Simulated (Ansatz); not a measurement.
# PbTe: band gap under strain

How does strain move the band edges of rocksalt PbTe, and do the functionals agree on it? States: -2.0 % equal strain in all directions; -1.0 % equal strain in all directions; +1.0 % equal strain in all directions.

Code: Ansatz 0.2.0. PAW datasets, plane waves. The values are computed, spin-unpolarised, and not measurements.

### 1 Starting point

The unstrained cell was relaxed with r2SCAN; in each strained cell the atoms were relaxed again with r2SCAN. Names of k-points are those of the unstrained zone, where strain can split equivalent points. First state: -2.0 % equal strain in all directions.

Space group Fm-3m (No. 225), cubic; a = 6.405 Å in the conventional setting, 32.84 Å³ an atom. Near Pb stand 6 Te at 3.20 Å; near Te stand 6 Pb at 3.20 Å.

As a file:

```cif
data_structure
_symmetry_space_group_name_H-M 'Fm-3m'
_symmetry_Int_Tables_number 225
_cell_length_a 6.4050
_cell_length_b 6.4050
_cell_length_c 6.4050
_cell_angle_alpha 90.000
_cell_angle_beta 90.000
_cell_angle_gamma 90.000
_cell_volume 262.75
loop_
_atom_site_label
_atom_site_type_symbol
_atom_site_symmetry_multiplicity
_atom_site_Wyckoff_symbol
_atom_site_fract_x
_atom_site_fract_y
_atom_site_fract_z
_atom_site_occupancy
Pb1 Pb 4 a 0.00000 0.00000 0.00000 1
Te1 Te 4 b 0.50000 0.00000 0.00000 1
```

From earlier runs on the unstrained cell: PBE 0.80 eV, r2SCAN 1.09 eV, HSE06 1.20 eV, r2SCAN+SOC 0.15 eV, G0W0 1.05 eV (on its mesh); a = 6.536 Å.

### 2 -2.0 % equal strain in all directions: PBE

File input.yaml:

```yaml
crystal:
  lattice:
    - [0.0, 3.2024801118, 3.2024801118]
    - [3.2024801118, 0.0, 3.2024801118]
    - [3.2024801118, 3.2024801118, 0.0]
  atoms:
    - { symbol: Pb, position: [0.0, 0.0, 0.0] }
    - { symbol: Te, position: [0.5, 0.5, 0.5] }
kpoints:
  mp_grid: { grid: [8, 8, 8] }
  band_path:
    path:
      - [0.0, 0.0, 0.0]
      - [0.5, 0.0, 0.5]
      - [0.625, 0.25, 0.625]
      - [0.375, 0.375, 0.75]
      - [0.5, 0.5, 0.5]
      - [0.5, 0.25, 0.75]
      - [0.0, 0.0, 0.5]
    npoints: 1
hamiltonian:
  xc: pbe
scf:
  occupations: { method: fermi_dirac, width: 0.02 }
  n_extra_bands: 4
output:
  forces: true
  stress: true
  eigenvalues: true
```

Launch:

```sh
$ ansatz run input.yaml --threads 2 --pin off --max-ram 20275MiB --backend cpu --events-out ev --progress --plain --runs-dir out
```

The runs that follow: -2.0 % equal strain in all directions: r2SCAN; -2.0 % equal strain in all directions: HSE06; -2.0 % equal strain in all directions: r2SCAN+SOC; -2.0 % equal strain in all directions: r2SCAN; -2.0 % equal strain in all directions: G0W0@PBE; -1.0 % equal strain in all directions: PBE; -1.0 % equal strain in all directions: r2SCAN; -1.0 % equal strain in all directions: HSE06; -1.0 % equal strain in all directions: r2SCAN+SOC; -1.0 % equal strain in all directions: r2SCAN; -1.0 % equal strain in all directions: G0W0@PBE; +1.0 % equal strain in all directions: PBE; +1.0 % equal strain in all directions: r2SCAN; +1.0 % equal strain in all directions: HSE06; +1.0 % equal strain in all directions: r2SCAN+SOC; +1.0 % equal strain in all directions: r2SCAN; +1.0 % equal strain in all directions: G0W0@PBE.

Before running it: what results should come out?

**Answer**, as computed:

Least gap in eV (negative: overlap), with the change from the unstrained cell in brackets. G0W0 is on its own coarse mesh.

```
                                state  volume change (%)           PBE        r2SCAN         HSE06          G0W0
-2.0 % equal strain in all directions               -5.9  0.67 (-0.13)  0.95 (-0.14)  1.04 (-0.16)  0.89 (-0.16)
-1.0 % equal strain in all directions               -3.0  0.74 (-0.06)  1.03 (-0.06)  1.12 (-0.08)  0.97 (-0.08)
+1.0 % equal strain in all directions               +3.0  0.85 (+0.05)  1.15 (+0.06)  1.26 (+0.06)  1.12 (+0.07)
```

What this shows: With HSE06, of the states in the table -2.0 % equal strain in all directions shifts the gap most, by -0.155 eV. PBE and HSE06 differ by 0.40 eV on the unstrained gap, and by at most 0.03 eV on its change: the two disagree on the size of the gap but agree on its response to strain. Spin-orbit coupling is left out of the table, though the cell holds Pb (Z = 82); in an element this heavy it can shift bands and gaps by tenths of an eV. G0W0 here is at a finite number of bands, screening cutoff and k mesh, not at the basis limit.
